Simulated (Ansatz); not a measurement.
# What isotropic strain −1.17 % does to Ti3SiC2

Take Ti3SiC2 (space group P6_3/mmc, No. 194; a = 3.073 Å, c = 17.723 Å) as the base.

One thing is altered: every lattice vector is shortened by 1.17 %, atoms relaxed at fixed cell.

Method: plane-wave PAW DFT at the PBE level (Ansatz, an electronic-structure program, 420 eV), no spin-orbit coupling. Γ-centred 14×14×3 mesh, Fermi–Dirac width 0.05 eV.

```csv
quantity,base,changed,shift
volume per atom,12.08 Å³,11.66 Å³,-0.42 Å³
space group,P6_3/mmc (No. 194),P6_3/mmc (No. 194),–
shortest interatomic distance,2.092 Å,2.074 Å,-0.018 Å
energy relative to the base (free energy F),0 meV/atom,+8.9 meV/atom,+8.9 meV/atom
"pressure (mean of the normal stresses, compression positive)",0.0 GPa,7.0 GPa,+7.0 GPa
band gap,zero,zero,–
largest internal atomic displacement,–,0.016 Å,–
```

Cost of the whole job for the changed cell (relaxation, final SCF and bands): very roughly 60 core-seconds.

No phonon test of stability was made. All final runs are without spin polarisation.
